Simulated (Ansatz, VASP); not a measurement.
**Two plane-wave programs on GaP**

```
Ga P
1.0
     0.00000    2.81673    2.74241
     2.74241    0.00000    2.74241
     2.74241    2.81673    0.00000
Ga P
1 1
Cartesian
  0.0000 0.0000 0.0000
  4.1136 4.2251 4.1136
```

Alike in both runs: task single point; functional PBEsol; k mesh 10 × 10 × 10; occupations gaussian, width 0.05 eV; no spin polarisation.

|  | VASP | Ansatz |
| --- | --- | --- |
| version | VASP 6.6.1 | Ansatz 0.2.0 |
| potentials or method | VASP PAW PBE potentials, release 64 (Ga_d, P) | scalar-relativistic, plane waves, PAW |
| plane-wave cutoff (eV) | 520 | 420 |
| valence electrons in the cell | 18 | 18 |

|  | VASP | Ansatz | Ansatz less VASP |
| --- | --- | --- | --- |
| gap on the k mesh at the Fermi level (eV) | 1.32 | 1.32 | -0.005 |
| least direct gap on the mesh (eV) | 1.32 | 1.32 | -0.005 |
| pressure (GPa) | -4.0 | -3.9 | +0.08 |
| largest component of the traceless stress (GPa) | 1.38 | 1.37 | -0.005 |

Ansatz warned: «pseudo_functional_mismatch».

Caveats: the PAW data sets were made with another functional, which shifts forces and pressure a little (VASP). A k mesh can miss the band edges.
